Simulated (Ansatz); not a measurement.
Clamped-ion strain scan in Sn

Method: DFT PBEsol, scalar-relativistic, plane waves, PAW (Ansatz 0.2.0). Cutoff 420 eV, Γ-centred 16×16×16 k-points, Gaussian smearing of 0.15 eV. No spin polarisation. Energies are free energies at this smearing, counted from the undisturbed cell; pressure is positive in compression.

Reference structure (relaxed at this level):

```
CELL_PARAMETERS angstrom
0.00000 3.27078 3.27078
3.27078 0.00000 3.27078
3.27078 3.27078 0.00000
ATOMIC_POSITIONS crystal
Sn 0.50000 0.50000 0.50000
Sn 0.75000 0.75000 0.75000
```

The cell is strained by ε times the Voigt pattern (0, 1, 0, 0, 0, 0) (xx, yy, zz, yz, xz, xy; engineering shear) with fractional coordinates fixed. The cell is metallic on the mesh throughout.

| ε | ΔE (meV/atom) | stress summed along the pattern (GPa, tension positive) | pressure (GPa) |
| --- | --- | --- | --- |
| -0.0600 | 25.3 | -4.00 | 2.9 |
| -0.0450 | 14.0 | -2.94 | 2.1 |
| -0.0300 | 6.0 | -1.91 | 1.3 |
| -0.0150 | 1.4 | -0.91 | 0.6 |
| 0.0000 | 0.0 | 0.04 | 0.0 |
| 0.0150 | 1.6 | 0.94 | -0.6 |
| 0.0300 | 6.1 | 1.80 | -1.2 |
| 0.0450 | 13.4 | 2.62 | -1.7 |
| 0.0600 | 23.2 | 3.39 | -2.1 |